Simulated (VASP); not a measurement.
# TiS2: single point with B3LYP

TiS2:

```
CELL_PARAMETERS angstrom
3.41200 0.00000 0.00000
-1.70600 2.95488 0.00000
0.00000 0.00000 5.69500
ATOMIC_POSITIONS crystal
Ti 0.00000 0.00000 0.00000
S 0.33333 0.66667 0.25000
S 0.66667 0.33333 0.75000
```

```json
{
 "Program": "VASP 6.6.1",
 "Task": "single point",
 "Functional": "B3LYP",
 "Potentials or basis": "VASP PAW PBE potentials, release 64 (Ti_sv, S)",
 "Cutoff": "520 eV",
 "k mesh": "5 × 5 × 3",
 "Occupations": "gaussian, width 0.01 eV",
 "Spin": "no spin polarisation",
 "Dipole correction": "no",
 "Exchange at q = 0": "truncated",
 "Grid for exact exchange (PRECFOCK)": "Normal",
 "Further INCAR settings": "ALGO = Normal; EDIFF = 1e-06; NBANDS = 19"
}
```

- Pressure: 2.9 GPa
- Largest force: 0.375 eV/Å
- Band gap on the k mesh: 1.07 eV, indirect (least direct gap 1.50 eV)

Forces in eV/Å, atoms in the order of the input:
```
Ti   0.000  0.000  0.000
S    0.000  0.000 -0.375
S    0.000  0.000  0.375
```

Stress tensor (GPa, compression positive):
```
3.57 0.00 0.00
0.00 3.57 0.00
0.00 0.00 1.42
```

Levels at points of the mesh, in eV from the valence-band top:
```csv
k point,band 8,band 9,band 10,band 11,band 12,band 13,band 14,band 15,band 16,band 17
"(0.00, 0.00, 0.00)",-3.29,-3.29,-0.11,0.00,0.00,1.50,1.50,2.06,4.46,4.46
```

Run time: 9.3 min on 1 thread of Intel(R) Xeon(R) 6975P-C (Granite Rapids), on a shared host, peak memory 0.19 GiB.

Caveat: the k mesh is coarse (spacing up to 0.43 Å⁻¹), so the values aren't converged, least of all with exact exchange; the PAW data sets were made with another functional, which shifts forces and pressure a little; an odd mesh through Γ misses points on the zone boundary, where band edges often lie.
